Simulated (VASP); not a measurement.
# TiAl (Pm-3m) in VASP: a series of runs, part 6 of 7

VASP 6.6.1. Earlier steps stand in the parts before.

### 83 Equation of state, PBE, 16.55 Å³/atom

The input, INCAR:

```
  ADDGRID = False
  ALGO = Normal
  EDIFF = 1E-6
  ENCUT = 520
  GGA = PE
  ISIF = 2
  ISMEAR = -1
  LASPH = True
  LCHARG = False
  LREAL = False
  LWAVE = False
  NELM = 100
  PREC = Accurate
  SIGMA = 0.1
```

The input, KPOINTS:

```
k-points
0
Gamma
  9 9 9
```

The input, POSCAR:

```
TiAl
1.0
    3.2105419283      0.0000000000      0.0000000000
    0.0000000000      3.2105419283      0.0000000000
    0.0000000000      0.0000000000      3.2105419283
Ti Al
1 1
Direct
    0.0000000000      0.0000000000      0.0000000000
    0.5000000000      0.5000000000      0.5000000000
```

On the command line:

```
$ cat potpaw_PBE.64/Ti_sv/POTCAR potpaw_PBE.64/Al/POTCAR > POTCAR
$ mpirun -np 1 vasp_std > vasp.out
```

Run time: 4 s. Hardware: 1 thread of Intel Xeon 6975P-C (Granite Rapids), shared host; peak memory 0.14 GiB.

The run converged, but some of its settings lie outside the range that counts as converged, so its numbers aren't taken as properties of the crystal.

What came out:

- Free energy: -12.1447 eV
- Pressure: -2.2 GPa
- Band gap on the k mesh: none (metal or under the smearing width)

### 84 Equation of state, PBE, 15.58 Å³/atom

Changes to INCAR since step 83:

```diff
@@ -3,3 +3,3 @@
   EDIFF = 1E-6
-  ENCUT = 520
+  ENCUT = 900
   GGA = PE
```

The input, KPOINTS:

```
k-points
0
Gamma
  7 7 7
```

The input, POSCAR:

```
TiAl
1.0
    3.1469500468      0.0000000000      0.0000000000
    0.0000000000      3.1469500468      0.0000000000
    0.0000000000      0.0000000000      3.1469500468
Ti Al
1 1
Direct
    0.0000000000      0.0000000000      0.0000000000
    0.5000000000      0.5000000000      0.5000000000
```

Potentials or basis: VASP PAW PBE potentials, release 64 (Ti_sv, Al).

On the command line:

```
$ cat potpaw_PBE.64/Ti_sv/POTCAR potpaw_PBE.64/Al/POTCAR > POTCAR
$ mpirun -np 1 vasp_std > vasp.out
```

Wall time 5.4 s (1 thread of Intel Xeon 6975P-C (Granite Rapids), shared host); peak memory 0.18 GiB.

These settings aren't checked as converged: the numbers below hold their error.

What came out:

```
Free energy            : -12.1328 eV
Pressure               : 4.6 GPa
Band gap on the k mesh : none (metal or under the smearing width)
```

### 85 Equation of state, PBE, 16.55 Å³/atom

INCAR is that of step 84.

KPOINTS is that of step 84.

The input, POSCAR:

```
TiAl
1.0
    3.2105419283      0.0000000000      0.0000000000
    0.0000000000      3.2105419283      0.0000000000
    0.0000000000      0.0000000000      3.2105419283
Ti Al
1 1
Direct
    0.0000000000      0.0000000000      0.0000000000
    0.5000000000      0.5000000000      0.5000000000
```

On the command line:

```
$ cat potpaw_PBE.64/Ti_sv/POTCAR potpaw_PBE.64/Al/POTCAR > POTCAR
$ mpirun -np 1 vasp_std > vasp.out
```

Wall time 5.2 s (1 thread of Intel Xeon 6975P-C (Granite Rapids), shared host); peak memory 0.18 GiB.

The run converged, but some of its settings lie outside the range that counts as converged, so its numbers aren't taken as properties of the crystal.

Results:

```
Free energy            : -12.1449 eV
Pressure               : -2.3 GPa
Band gap on the k mesh : none (metal or under the smearing width)
```

### 86 Equation of state, PBE, 15.58 Å³/atom

Changes to INCAR since step 85:

```diff
@@ -3,3 +3,3 @@
   EDIFF = 1E-6
-  ENCUT = 900
+  ENCUT = 460
   GGA = PE
```

The input, KPOINTS:

```
k-points
0
Gamma
  10 10 10
```

The input, POSCAR:

```
TiAl
1.0
    3.1469500468      0.0000000000      0.0000000000
    0.0000000000      3.1469500468      0.0000000000
    0.0000000000      0.0000000000      3.1469500468
Ti Al
1 1
Direct
    0.0000000000      0.0000000000      0.0000000000
    0.5000000000      0.5000000000      0.5000000000
```

On the command line:

```
$ cat potpaw_PBE.64/Ti_sv/POTCAR potpaw_PBE.64/Al/POTCAR > POTCAR
$ mpirun -np 1 vasp_std > vasp.out
```

Run time: 5.1 s. Hardware: 1 thread of Intel Xeon 6975P-C (Granite Rapids), shared host; peak memory 0.14 GiB.

The run converged, but some of its settings lie outside the range that counts as converged, so its numbers aren't taken as properties of the crystal.

What came out:

| Quantity | Value |
| --- | --- |
| Free energy | -12.1309 eV |
| Pressure | 4.5 GPa |
| Band gap on the k mesh | none (metal or under the smearing width) |

### 87 Equation of state, PBE, 16.55 Å³/atom

INCAR is that of step 86.

KPOINTS is that of step 86.

The input, POSCAR:

```
TiAl
1.0
    3.2105419283      0.0000000000      0.0000000000
    0.0000000000      3.2105419283      0.0000000000
    0.0000000000      0.0000000000      3.2105419283
Ti Al
1 1
Direct
    0.0000000000      0.0000000000      0.0000000000
    0.5000000000      0.5000000000      0.5000000000
```

Potentials or basis: VASP PAW PBE potentials, release 64 (Ti_sv, Al).

On the command line:

```
$ cat potpaw_PBE.64/Ti_sv/POTCAR potpaw_PBE.64/Al/POTCAR > POTCAR
$ mpirun -np 1 vasp_std > vasp.out
```

Run time: 5 s. Hardware: 1 thread of Intel Xeon 6975P-C (Granite Rapids), shared host; peak memory 0.14 GiB.

The run converged, but some of its settings lie outside the range that counts as converged, so its numbers aren't taken as properties of the crystal.

Results:

* Free energy: -12.1440 eV
* Pressure: -2.3 GPa
* Band gap on the k mesh: none (metal or under the smearing width)

### 88 Equation of state, PBE, 15.58 Å³/atom

Changes to INCAR since step 87:

```diff
@@ -13,2 +13,2 @@
   PREC = Accurate
-  SIGMA = 0.1
+  SIGMA = 0.4
```

KPOINTS is that of step 87.

The input, POSCAR:

```
TiAl
1.0
    3.1469500468      0.0000000000      0.0000000000
    0.0000000000      3.1469500468      0.0000000000
    0.0000000000      0.0000000000      3.1469500468
Ti Al
1 1
Direct
    0.0000000000      0.0000000000      0.0000000000
    0.5000000000      0.5000000000      0.5000000000
```

On the command line:

```
$ cat potpaw_PBE.64/Ti_sv/POTCAR potpaw_PBE.64/Al/POTCAR > POTCAR
$ mpirun -np 1 vasp_std > vasp.out
```

Wall time 5.3 s (1 thread of Intel Xeon 6975P-C (Granite Rapids), shared host); peak memory 0.14 GiB.

The run converged, but some of its settings lie outside the range that counts as converged, so its numbers aren't taken as properties of the crystal.

Results:

* Free energy: -12.6270 eV
* Pressure: 7.3 GPa
* Band gap on the k mesh: none (metal or under the smearing width)

### 89 Equation of state, PBE, 16.55 Å³/atom

INCAR is that of step 88.

KPOINTS is that of step 88.

The input, POSCAR:

```
TiAl
1.0
    3.2105419283      0.0000000000      0.0000000000
    0.0000000000      3.2105419283      0.0000000000
    0.0000000000      0.0000000000      3.2105419283
Ti Al
1 1
Direct
    0.0000000000      0.0000000000      0.0000000000
    0.5000000000      0.5000000000      0.5000000000
```

On the command line:

```
$ cat potpaw_PBE.64/Ti_sv/POTCAR potpaw_PBE.64/Al/POTCAR > POTCAR
$ mpirun -np 1 vasp_std > vasp.out
```

Run time: 5.1 s. Hardware: 1 thread of Intel Xeon 6975P-C (Granite Rapids), shared host; peak memory 0.14 GiB.

These settings aren't checked as converged: the numbers below hold their error.

Results:

```yaml
Free_energy: -12.6738 eV
Pressure: 0.5 GPa
Band_gap_on_the_k_mesh: none (metal or under the smearing width)
```

### 90 Equation of state, PBE, 15.58 Å³/atom

Changes to INCAR since step 89:

```diff
@@ -13,2 +13,2 @@
   PREC = Accurate
-  SIGMA = 0.4
+  SIGMA = 0.2
```

KPOINTS is that of step 89.

The input, POSCAR:

```
TiAl
1.0
    3.1469500468      0.0000000000      0.0000000000
    0.0000000000      3.1469500468      0.0000000000
    0.0000000000      0.0000000000      3.1469500468
Ti Al
1 1
Direct
    0.0000000000      0.0000000000      0.0000000000
    0.5000000000      0.5000000000      0.5000000000
```

Potentials or basis: VASP PAW PBE potentials, release 64 (Ti_sv, Al).

On the command line:

```
$ cat potpaw_PBE.64/Ti_sv/POTCAR potpaw_PBE.64/Al/POTCAR > POTCAR
$ mpirun -np 1 vasp_std > vasp.out
```

Run time: 5.3 s. Hardware: 1 thread of Intel Xeon 6975P-C (Granite Rapids), shared host; peak memory 0.14 GiB.

The run converged, but some of its settings lie outside the range that counts as converged, so its numbers aren't taken as properties of the crystal.

Results:

```yaml
Free_energy: -12.2357 eV
Pressure: 5.2 GPa
Band_gap_on_the_k_mesh: none (metal or under the smearing width)
```

### 91 Equation of state, PBE, 16.55 Å³/atom

INCAR is that of step 90.

KPOINTS is that of step 90.

The input, POSCAR:

```
TiAl
1.0
    3.2105419283      0.0000000000      0.0000000000
    0.0000000000      3.2105419283      0.0000000000
    0.0000000000      0.0000000000      3.2105419283
Ti Al
1 1
Direct
    0.0000000000      0.0000000000      0.0000000000
    0.5000000000      0.5000000000      0.5000000000
```

On the command line:

```
$ cat potpaw_PBE.64/Ti_sv/POTCAR potpaw_PBE.64/Al/POTCAR > POTCAR
$ mpirun -np 1 vasp_std > vasp.out
```

It took 5 s on 1 thread of Intel Xeon 6975P-C (Granite Rapids), shared host; peak memory 0.14 GiB.

These settings aren't checked as converged: the numbers below hold their error.

Results:

- Free energy: -12.2571 eV
- Pressure: -1.6 GPa
- Band gap on the k mesh: none (metal or under the smearing width)

### 92 Equation of state, PBE, 15.58 Å³/atom

Changes to INCAR since step 91:

```diff
@@ -13,2 +13,2 @@
   PREC = Accurate
-  SIGMA = 0.2
+  SIGMA = 0.05
```

KPOINTS is that of step 91.

The input, POSCAR:

```
TiAl
1.0
    3.1469500468      0.0000000000      0.0000000000
    0.0000000000      3.1469500468      0.0000000000
    0.0000000000      0.0000000000      3.1469500468
Ti Al
1 1
Direct
    0.0000000000      0.0000000000      0.0000000000
    0.5000000000      0.5000000000      0.5000000000
```

On the command line:

```
$ cat potpaw_PBE.64/Ti_sv/POTCAR potpaw_PBE.64/Al/POTCAR > POTCAR
$ mpirun -np 1 vasp_std > vasp.out
```

Wall time 5.1 s (1 thread of Intel Xeon 6975P-C (Granite Rapids), shared host); peak memory 0.14 GiB.

These settings aren't checked as converged: the numbers below hold their error.

What came out:

| Item | Value |
| --- | --- |
| Free energy | -12.1029 eV |
| Pressure | 4.3 GPa |
| Band gap on the k mesh | none (metal or under the smearing width) |

### 93 Equation of state, PBE, 16.55 Å³/atom

INCAR is that of step 92.

KPOINTS is that of step 92.

The input, POSCAR:

```
TiAl
1.0
    3.2105419283      0.0000000000      0.0000000000
    0.0000000000      3.2105419283      0.0000000000
    0.0000000000      0.0000000000      3.2105419283
Ti Al
1 1
Direct
    0.0000000000      0.0000000000      0.0000000000
    0.5000000000      0.5000000000      0.5000000000
```

Potentials or basis: VASP PAW PBE potentials, release 64 (Ti_sv, Al).

On the command line:

```
$ cat potpaw_PBE.64/Ti_sv/POTCAR potpaw_PBE.64/Al/POTCAR > POTCAR
$ mpirun -np 1 vasp_std > vasp.out
```

Wall time 4.9 s (1 thread of Intel Xeon 6975P-C (Granite Rapids), shared host); peak memory 0.15 GiB.

The run converged, but some of its settings lie outside the range that counts as converged, so its numbers aren't taken as properties of the crystal.

Results:

```yaml
Free_energy: -12.1137 eV
Pressure: -2.5 GPa
Band_gap_on_the_k_mesh: none (metal or under the smearing width)
```

### 94 Equation of state, PBE, 15.58 Å³/atom

Changes to INCAR since step 93:

```diff
@@ -13,2 +13,2 @@
   PREC = Accurate
-  SIGMA = 0.05
+  SIGMA = 0.02
```

KPOINTS is that of step 93.

The input, POSCAR:

```
TiAl
1.0
    3.1469500468      0.0000000000      0.0000000000
    0.0000000000      3.1469500468      0.0000000000
    0.0000000000      0.0000000000      3.1469500468
Ti Al
1 1
Direct
    0.0000000000      0.0000000000      0.0000000000
    0.5000000000      0.5000000000      0.5000000000
```

On the command line:

```
$ cat potpaw_PBE.64/Ti_sv/POTCAR potpaw_PBE.64/Al/POTCAR > POTCAR
$ mpirun -np 1 vasp_std > vasp.out
```

Wall time 5.1 s (1 thread of Intel Xeon 6975P-C (Granite Rapids), shared host); peak memory 0.14 GiB.

The run converged, but some of its settings lie outside the range that counts as converged, so its numbers aren't taken as properties of the crystal.

What came out:

```yaml
Free_energy: -12.0936 eV
Pressure: 4.3 GPa
Band_gap_on_the_k_mesh: none (metal or under the smearing width)
```

### 95 Equation of state, PBE, 16.55 Å³/atom

INCAR is that of step 94.

KPOINTS is that of step 94.

The input, POSCAR:

```
TiAl
1.0
    3.2105419283      0.0000000000      0.0000000000
    0.0000000000      3.2105419283      0.0000000000
    0.0000000000      0.0000000000      3.2105419283
Ti Al
1 1
Direct
    0.0000000000      0.0000000000      0.0000000000
    0.5000000000      0.5000000000      0.5000000000
```

On the command line:

```
$ cat potpaw_PBE.64/Ti_sv/POTCAR potpaw_PBE.64/Al/POTCAR > POTCAR
$ mpirun -np 1 vasp_std > vasp.out
```

It took 5 s on 1 thread of Intel Xeon 6975P-C (Granite Rapids), shared host; peak memory 0.14 GiB.

The run converged, but some of its settings lie outside the range that counts as converged, so its numbers aren't taken as properties of the crystal.

What came out:

| Item | Value |
| --- | --- |
| Free energy | -12.1036 eV |
| Pressure | -2.6 GPa |
| Band gap on the k mesh | none (metal or under the smearing width) |

### 96 Equation of state, PBE, 15.58 Å³/atom

Changes to INCAR since step 95:

```diff
@@ -6,3 +6,3 @@
   ISIF = 2
-  ISMEAR = -1
+  ISMEAR = -5
   LASPH = True
@@ -13,2 +13,2 @@
   PREC = Accurate
-  SIGMA = 0.02
+  SIGMA = 0.1
```

KPOINTS is that of step 95.

The input, POSCAR:

```
TiAl
1.0
    3.1469500468      0.0000000000      0.0000000000
    0.0000000000      3.1469500468      0.0000000000
    0.0000000000      0.0000000000      3.1469500468
Ti Al
1 1
Direct
    0.0000000000      0.0000000000      0.0000000000
    0.5000000000      0.5000000000      0.5000000000
```

Potentials or basis: VASP PAW PBE potentials, release 64 (Ti_sv, Al).

On the command line:

```
$ cat potpaw_PBE.64/Ti_sv/POTCAR potpaw_PBE.64/Al/POTCAR > POTCAR
$ mpirun -np 1 vasp_std > vasp.out
```

Wall time 5.5 s (1 thread of Intel Xeon 6975P-C (Granite Rapids), shared host); peak memory 0.14 GiB.

The run converged, but some of its settings lie outside the range that counts as converged, so its numbers aren't taken as properties of the crystal.

Results:

| Item | Value |
| --- | --- |
| Free energy | -12.0937 eV |
| Pressure | 4.2 GPa |
| Band gap on the k mesh | none (metal or under the smearing width) |

Caveat: tetrahedron occupations give inexact forces and stress in metals.

### 97 Equation of state, PBE, 16.55 Å³/atom

INCAR is that of step 96.

KPOINTS is that of step 96.

The input, POSCAR:

```
TiAl
1.0
    3.2105419283      0.0000000000      0.0000000000
    0.0000000000      3.2105419283      0.0000000000
    0.0000000000      0.0000000000      3.2105419283
Ti Al
1 1
Direct
    0.0000000000      0.0000000000      0.0000000000
    0.5000000000      0.5000000000      0.5000000000
```

On the command line:

```
$ cat potpaw_PBE.64/Ti_sv/POTCAR potpaw_PBE.64/Al/POTCAR > POTCAR
$ mpirun -np 1 vasp_std > vasp.out
```

Wall time 5.3 s (1 thread of Intel Xeon 6975P-C (Granite Rapids), shared host); peak memory 0.15 GiB.

These settings aren't checked as converged: the numbers below hold their error.

Results:

| Quantity | Value |
| --- | --- |
| Free energy | -12.1032 eV |
| Pressure | -2.7 GPa |
| Band gap on the k mesh | none (metal or under the smearing width) |

Caveat: tetrahedron occupations give inexact forces and stress in metals.

### 98 Equation of state, PBE, 15.58 Å³/atom

Changes to INCAR since step 97:

```diff
@@ -6,3 +6,3 @@
   ISIF = 2
-  ISMEAR = -5
+  ISMEAR = 0
   LASPH = True
```

KPOINTS is that of step 97.

The input, POSCAR:

```
TiAl
1.0
    3.1469500468      0.0000000000      0.0000000000
    0.0000000000      3.1469500468      0.0000000000
    0.0000000000      0.0000000000      3.1469500468
Ti Al
1 1
Direct
    0.0000000000      0.0000000000      0.0000000000
    0.5000000000      0.5000000000      0.5000000000
```

On the command line:

```
$ cat potpaw_PBE.64/Ti_sv/POTCAR potpaw_PBE.64/Al/POTCAR > POTCAR
$ mpirun -np 1 vasp_std > vasp.out
```

Wall time 5.2 s (1 thread of Intel Xeon 6975P-C (Granite Rapids), shared host); peak memory 0.14 GiB.

The run converged, but some of its settings lie outside the range that counts as converged, so its numbers aren't taken as properties of the crystal.

What came out:

| Property | Result |
| --- | --- |
| Free energy | -12.0990 eV |
| Pressure | 4.3 GPa |
| Band gap on the k mesh | none (metal or under the smearing width) |

### 99 Equation of state, PBE, 16.55 Å³/atom

INCAR is that of step 98.

KPOINTS is that of step 98.

The input, POSCAR:

```
TiAl
1.0
    3.2105419283      0.0000000000      0.0000000000
    0.0000000000      3.2105419283      0.0000000000
    0.0000000000      0.0000000000      3.2105419283
Ti Al
1 1
Direct
    0.0000000000      0.0000000000      0.0000000000
    0.5000000000      0.5000000000      0.5000000000
```

Potentials or basis: VASP PAW PBE potentials, release 64 (Ti_sv, Al).

On the command line:

```
$ cat potpaw_PBE.64/Ti_sv/POTCAR potpaw_PBE.64/Al/POTCAR > POTCAR
$ mpirun -np 1 vasp_std > vasp.out
```

Wall time 5.1 s (1 thread of Intel Xeon 6975P-C (Granite Rapids), shared host); peak memory 0.14 GiB.

These settings aren't checked as converged: the numbers below hold their error.

Results:

* Free energy: -12.1095 eV
* Pressure: -2.5 GPa
* Band gap on the k mesh: none (metal or under the smearing width)

### 100 Equation of state, PBE, 15.58 Å³/atom

Changes to INCAR since step 99:

```diff
@@ -6,3 +6,3 @@
   ISIF = 2
-  ISMEAR = 0
+  ISMEAR = 1
   LASPH = True
```

KPOINTS is that of step 99.

The input, POSCAR:

```
TiAl
1.0
    3.1469500468      0.0000000000      0.0000000000
    0.0000000000      3.1469500468      0.0000000000
    0.0000000000      0.0000000000      3.1469500468
Ti Al
1 1
Direct
    0.0000000000      0.0000000000      0.0000000000
    0.5000000000      0.5000000000      0.5000000000
```

On the command line:

```
$ cat potpaw_PBE.64/Ti_sv/POTCAR potpaw_PBE.64/Al/POTCAR > POTCAR
$ mpirun -np 1 vasp_std > vasp.out
```

It took 5.2 s on 1 thread of Intel Xeon 6975P-C (Granite Rapids), shared host; peak memory 0.14 GiB.

The run converged, but some of its settings lie outside the range that counts as converged, so its numbers aren't taken as properties of the crystal.

Results:

```
Free energy            : -12.0923 eV
Pressure               : 4.3 GPa
Band gap on the k mesh : none (metal or under the smearing width)
```

### 101 Equation of state, PBE, 16.55 Å³/atom

INCAR is that of step 100.

KPOINTS is that of step 100.

The input, POSCAR:

```
TiAl
1.0
    3.2105419283      0.0000000000      0.0000000000
    0.0000000000      3.2105419283      0.0000000000
    0.0000000000      0.0000000000      3.2105419283
Ti Al
1 1
Direct
    0.0000000000      0.0000000000      0.0000000000
    0.5000000000      0.5000000000      0.5000000000
```

On the command line:

```
$ cat potpaw_PBE.64/Ti_sv/POTCAR potpaw_PBE.64/Al/POTCAR > POTCAR
$ mpirun -np 1 vasp_std > vasp.out
```

It took 4.9 s on 1 thread of Intel Xeon 6975P-C (Granite Rapids), shared host; peak memory 0.14 GiB.

The run converged, but some of its settings lie outside the range that counts as converged, so its numbers aren't taken as properties of the crystal.

What came out:

```
Free energy            : -12.1022 eV
Pressure               : -2.6 GPa
Band gap on the k mesh : none (metal or under the smearing width)
```

(Part 6 of 7 ends here.)
